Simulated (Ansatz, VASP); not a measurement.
**AlN (mix): VASP beside Ansatz**

Contents of INCAR:

```
ALGO = Fast
EDIFF = 1E-6
EDIFFG = -0.002
ENCUT = 600
GGA = PE
IBRION = 2
ISIF = 3
ISMEAR = 0
LASPH = T
LCHARG = F
LREAL = F
LWAVE = F
NELM = 100
NSW = 100
PREC = Accurate
SIGMA = 0.02
```

The input KPOINTS:

```
k-points
0
Gamma
  9 9 6
```

POSCAR

```
AlN
1.0
    3.1130000000      0.0000000000      0.0000000000
   -1.5565000000      2.6959370820      0.0000000000
    0.0000000000      0.0000000000      4.9810000000
Al N
2 2
Direct
    0.3333333333      0.6666666667      0.0000000000
    0.6666666667      0.3333333333      0.5000000000
    0.3333333333      0.6666666667      0.3800000000
    0.6666666667      0.3333333333      0.8800000000
```

Input for Ansatz:

```yaml
crystal:
  lattice:
    - [3.113, 0.0, 0.0]
    - [-1.5565, 2.695937082, 0.0]
    - [0.0, 0.0, 4.981]
  atoms:
    - { symbol: Al, position: [0.3333333333, 0.6666666667, 0.0] }
    - { symbol: Al, position: [0.6666666667, 0.3333333333, 0.5] }
    - { symbol: "N", position: [0.3333333333, 0.6666666667, 0.38] }
    - { symbol: "N", position: [0.6666666667, 0.3333333333, 0.88] }
basis:
  ecutwfc: 420
kpoints:
  mp_grid: { grid: [9, 9, 6] }
hamiltonian:
  xc: pbe
scf:
  occupations: { method: gaussian, width: 0.02 }
  mixing: { beta: 0.2 }
  n_extra_bands: 16
output:
  forces: true
  stress: true
  eigenvalues: true
  write_density: true
  write_potential: true
  elf: true
  volumetric_format: npy
relax:
  adjacent_minimum: "off"
  f_tol: 0.002
  max_steps: 80
  cell: { stress_tol: 0.02 }
```

Alike in both runs: task relaxation of cell and atoms; functional PBE; k mesh 9 × 9 × 6; occupations gaussian, width 0.02 eV; no spin polarisation.

```csv
,VASP,Ansatz
version,VASP 6.6.1,Ansatz 0.2.0
potentials or method,"VASP PAW PBE potentials, release 64 (Al, N)","scalar-relativistic, plane waves, PAW"
plane-wave cutoff (eV),600,420
valence electrons in the cell,16,16
```

VASP gave:

| Item | Value |
| --- | --- |
| gap on the k mesh at the Fermi level, each at its own relaxed structure (eV) | 4.06 |
| relaxed volume (Å³/atom) | 10.62 |
| relaxed cell length with the largest relative difference (Å) | 3.128 |
| energy change over the relaxation (meV/atom) | -2 |

Q: What did Ansatz give for the same quantities?

A: gap on the k mesh at the Fermi level, each at its own relaxed structure (eV): 4.03; relaxed volume (Å³/atom): 10.65; relaxed cell length with the largest relative difference (Å): 3.130; energy change over the relaxation (meV/atom): -3.

Caveats: an odd mesh through Γ misses points on the zone boundary, where band edges often lie. As with any semilocal functional, this PBE gap is likely too small.
